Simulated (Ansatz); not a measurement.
A relaxation computed with Ansatz, from input to last step.

```yaml
crystal:
  lattice:
    - [3.5583919611, 0.0, 0.0]
    - [0.0, 3.5583919611, 0.0]
    - [0.0, 0.0, 3.5583919611]
  atoms:
    - { symbol: Ni, position: [0.5, 0.0, 0.5] }
    - { symbol: Ni, position: [0.0, 0.5, 0.5] }
    - { symbol: Ni, position: [0.5, 0.5, 0.0] }
    - { symbol: Ge, position: [0.0, 0.0, 0.0] }
basis:
  ecutwfc: 420
kpoints:
  mp_grid: { grid: [12, 12, 12] }
hamiltonian:
  xc: pbesol
scf:
  occupations: { method: gaussian, width: 0.1 }
output:
  forces: true
  stress: true
  eigenvalues: true
  write_density: true
  write_potential: true
  elf: true
  volumetric_format: npy
relax:
  adjacent_minimum: "off"
  f_tol: 0.008
  max_steps: 50
  cell: { stress_tol: 0.08, p_target: -3.0 }
```

```bash
ansatz run input.yaml --threads 1 --pin off --max-ram 2560MiB --backend cpu --events-out ev --progress --plain --runs-dir out
```

These are results of DFT PBEsol, scalar-relativistic, plane waves, PAW (Ansatz), not measurements.

Of 4 frames 3 are shown, positions in Å and forces in eV/Å; the SCF threshold varies from step to step. Steps run on the plane waves of an earlier cell, with a Pulay correction in the pressure. The basis is chosen afresh for the last frame, the zero of the energies, and at times for earlier ones too; energy and pressure step there, also at an unchanged geometry. The relaxation lowers the enthalpy F + PV at the target pressure, so the free energy itself can rise. Spin polarisation was left out; whether the Ni atoms would carry moments isn't shown by this run.

```xyz
4
Lattice="3.5584 0.0000 0.0000 0.0000 3.5584 0.0000 0.0000 0.0000 3.5584" Properties=species:S:1:pos:R:3:forces:R:3 pbc="T T T" step=1 free_energy_over_end_meV_per_atom=4.39 pressure_GPa=-5.78
Ni    1.7792    0.0000    1.7792    0.0000    0.0000    0.0000
Ni    0.0000    1.7792    1.7792    0.0000    0.0000    0.0000
Ni    1.7792    1.7792    0.0000    0.0000    0.0000    0.0000
Ge    0.0000    0.0000    0.0000    0.0000    0.0000    0.0000
4
Lattice="3.5488 0.0000 0.0000 0.0000 3.5488 0.0000 0.0000 0.0000 3.5488" Properties=species:S:1:pos:R:3:forces:R:3 pbc="T T T" step=2 free_energy_over_end_meV_per_atom=1.52 pressure_GPa=-4.21
Ni    1.7744    0.0000    1.7744    0.0000    0.0000    0.0000
Ni    0.0000    1.7744    1.7744    0.0000    0.0000    0.0000
Ni    1.7744    1.7744    0.0000    0.0000    0.0000    0.0000
Ge    0.0000    0.0000    0.0000    0.0000    0.0000    0.0000
4
Lattice="3.5414 0.0000 0.0000 0.0000 3.5414 0.0000 0.0000 0.0000 3.5414" Properties=species:S:1:pos:R:3:forces:R:3 pbc="T T T" step=4 free_energy_over_end_meV_per_atom=0.00 pressure_GPa=-2.96
Ni    1.7707    0.0000    1.7707    0.0000    0.0000    0.0000
Ni    0.0000    1.7707    1.7707    0.0000    0.0000    0.0000
Ni    1.7707    1.7707    0.0000    0.0000    0.0000    0.0000
Ge    0.0000    0.0000    0.0000    0.0000    0.0000    0.0000
```

Time: 33 s on 1 thread of Intel(R) Xeon(R) Platinum 8259CL CPU @ 2.50GHz (Skylake/Cascade Lake) (shared host), peak memory 0.49 GiB.